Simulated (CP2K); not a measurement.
## Ag under changes of volume

One of the cells (18.154 Å³/atom); the others are scaled copies at fixed shape and fractional positions:

```xyz
1
Lattice="2.8677 0.0000 0.0000 -0.9559 2.7037 0.0000 -0.9559 -1.3518 2.3414" Properties=species:S:1:pos:R:3 pbc="T T T"
Ag    0.0000    0.0000    0.0000
```

This isn't the form of Ag at room conditions, which is fcc.

* Program: CP2K 2026.2
* Functional: LDA
* Potentials or basis: GTH_POTENTIALS Ag GTH-PADE-q11; TZVP-MOLOPT-PBE-GTH basis
* Density cutoff: 6123 eV
* k mesh: 11 × 11 × 11
* Occupations: fermi-dirac, width 0.1 eV
* Spin: no spin polarisation

```tsv
volume (Å³/atom)	energy over the lowest point (meV/atom)	pressure (GPa)
17.065	0.00	-6.5
17.428	17.08	-8.6
17.791	38.43	-10.3
18.154	63.50	-11.8
18.517	91.79	-13.2
18.880	?	?
19.243	156.23	-15.2
```

Question: What does the run at 18.880 Å³/atom give?

Answer: Energy over the lowest point 122.85 meV/atom; pressure -14.3 GPa.

Worked out: A Birch-Murnaghan fit of order 3 (a polynomial in V^(-2/3)) to the other rows has no minimum within the range. It gives 122.82 meV/atom at 18.880 Å³/atom, against the run's 122.85, and -dE/dV = -14.2 GPa, against -14.3.

Energies are extrapolated to zero smearing.

Caveats: the basis of atomic orbitals isn't converged, which shifts pressures, moduli and gaps.
